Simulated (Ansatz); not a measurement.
Two G0W0 runs on Te2Mo (2H monolayer).

The cell holds 3 atoms: 1 Mo and 2 Te. Its edges and angles: a = 3.555 Å, b = 3.555 Å, c = 30.400 Å, α = 90.0°, β = 90.0°, γ = 120.0°. Vacuum lies along c.

```xyz
3
Lattice="3.5552 0.0000 0.0000 -1.7776 3.0789 0.0000 0.0000 0.0000 30.4000" Properties=species:S:1:pos:R:3
Mo    0.0000    2.0526   15.2000
Te    1.7776    1.0263   17.0077
Te    1.7776    1.0263   13.3923
```

The structure was relaxed with PBE. The runs that relaxed it are not among those shown. Spin-orbit coupling is left out unless a run names it. PAW set soft_1, made with PBE.

The first (Ansatz 0.2.0; start PBE, 9×9×1 mesh, 871 empty bands, screening to 110 eV; 1 × NVIDIA H100 80GB HBM3 (shared by 6 runs) with 3 threads of AMD EPYC 7R13 (Zen 3), shared host) gave, on its mesh: starting gap 1.08 eV, G0W0 gap 1.60 eV, mean of 1 + 4πα/V (set by the cell height) 3.83, 2.5 min.

Q: The second changes empty bands from 871 to 405 and screening cutoff (eV) from 110.0 to 66.0. What does it give?

It gave: starting gap 1.08 eV, G0W0 gap 1.60 eV, mean of 1 + 4πα/V (set by the cell height) 3.89, 81 s. The G0W0 gap moves by −0.01 eV, +0.00 eV from the start and −0.01 eV from the correction. Σc changes by +0.19 eV at the valence top and +0.19 eV at the conduction bottom, and Σx − Vxc between them by +0.0001 eV.

Limits: not at the basis limit; coarse mesh for a sheet; no spin-orbit coupling.

[Paths, hosts, dates, memory and timing lines, banners, echoed tables and standing remarks are left out of the program output.]

[Logs are printed without paths, hosts, clocks, repeated set-up lines and the standing remarks that a program may print on its own settings, such as how far it seeks lower states.]

[Runs of the session that timed out or met a known fault of the program may be left out.]

[Cells called generated may have been cut or substituted from an entry of the Crystallography Open Database or the Materials Project.]

[Hosts, paths, dates, database ids (printed as entryN), source tags and the programs' standing remarks are cut or masked in the printed files.]
